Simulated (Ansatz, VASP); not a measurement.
Ge: VASP beside Ansatz

INCAR

```
SYSTEM = Ge
PREC = Accurate ; ENCUT = 520
EDIFF = 1E-6 ; ISMEAR = -1
SIGMA = 0.05 ; LREAL = .FALSE.
LASPH = .TRUE. ; NELM = 80
ALGO = Normal ; ISIF = 2
LWAVE = .FALSE. ; LCHARG = .FALSE.
GGA = B5 ; ALDAX = 1.0
AGGAX = 1.0 ; AGGAC = 1.0
ALDAC = 0.0 ; NBANDS = 21
```

File KPOINTS:

```
Automatic mesh
0
G
  9 9 9
  0 0 0
```

File POSCAR:

```
Ge
1.0
    0.0000000000      2.8661371197      2.8661371197
    2.8661371197      0.0000000000      2.8661371197
    2.8661371197      2.8661371197      0.0000000000
Ge
2
Direct
    0.5000000000      0.5000000000      0.5000000000
    0.7500000000      0.7500000000      0.7500000000
```

Input for Ansatz:

```yaml
crystal:
  lattice:
    - [0.0, 2.8661371197, 2.8661371197]
    - [2.8661371197, 0.0, 2.8661371197]
    - [2.8661371197, 2.8661371197, 0.0]
  atoms:
    - { symbol: Ge, position: [0.5, 0.5, 0.5] }
    - { symbol: Ge, position: [0.75, 0.75, 0.75] }
hamiltonian:
  xc: blyp
  pseudopotentials:
    kind: paw
    azcp:
      Ge: "pseudopotentials/Ge.paw.azcp"
basis:
  ecutwfc: 420
  fft_grid_basis: typed
kpoints:
  mp_grid: { grid: [9, 9, 9], shift: [0, 0, 0] }
magnetization:
  spin_polarized: false
scf:
  occupations: { method: fermi_dirac, width: 0.05 }
output:
  stress: true
```

Alike in both runs: task single point; functional BLYP; k mesh 9 × 9 × 9; occupations fermi-dirac, width 0.05 eV; no spin polarisation.

```csv
,VASP,Ansatz
version,VASP 6.6.1,Ansatz 0.2.0
potentials or method,"VASP PAW PBE potentials, release 64 (Ge_d)","plane waves (420 eV) with PAW, scalar-relativistic"
plane-wave cutoff (eV),520,420
valence electrons in the cell,28,28
```

VASP gave:

| Item | Value |
| --- | --- |
| pressure (GPa) | 4.6 |

Question: Estimate Ansatz's values.

Answer: Pressure (GPa): 4.4.

Caveats: the PAW data sets were made with another functional, which shifts forces and pressure a little (VASP).
